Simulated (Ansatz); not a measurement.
Input of an Ansatz 0.2.0 run:

File input.yaml:

```yaml
crystal:
  lattice:
    - [0.0, 3.15085, 3.15085]
    - [3.15085, 0.0, 3.15085]
    - [3.15085, 3.15085, 0.0]
  atoms:
    - { symbol: Te, position: [0.5, 0.5, 0.5] }
    - { symbol: Sn, position: [0.0, 0.0, 0.0] }
kpoints:
  mp_grid: { grid: [7, 7, 7] }
  band_path:
    path:
      - [0.0, 0.0, 0.0]
      - [0.5, 0.0, 0.5]
      - [0.5, 0.25, 0.75]
      - [0.375, 0.375, 0.75]
      - [0.0, 0.0, 0.0]
      - [0.5, 0.5, 0.5]
      - [0.625, 0.25, 0.625]
      - [0.5, 0.25, 0.75]
    npoints: 10
scf:
  occupations: { method: fermi_dirac, width: 0.05 }
hamiltonian:
  xc: pbesol
  pseudopotentials: { kind: all_electron, lapw: { basis_error: 0.001 } }
output:
  forces: true
  stress: true
  eigenvalues: true
```

Potentials or basis: all-electron LAPW, scalar-relativistic.

Launch:

```console
$ ansatz run input.yaml --threads 1 --pin off --max-ram 3072MiB --backend cpu --events-out ev --progress --plain --runs-dir out
```

(1) What does it give for the band gap along the path?

(2) Estimate the pressure.

## Answers

(1) 0.13 eV, indirect (least direct gap 0.14 eV).

(2) -0.4 GPa.

Caveat: this odd mesh misses L, where the gap lies, so gap, dielectric constants and Born charges aren't listed; spin-orbit coupling is left out, which moves the levels of the heavy elements.

**Experimental background.**

A printed reference work, textbook reports, for a bulk crystal of SnTe at 300 K: band gap 0.18 eV (direct).

A measured gap of SnTe is 0.18 eV (direct; 300 K; a printed reference work, textbook); the calculated 0.13 eV misses it by -0.05 eV. Spin-orbit coupling on Sn, Te is left out. The value is that of PBEsol, without temperature or zero-point motion. Semilocal functionals fall short of measured gaps as a rule.
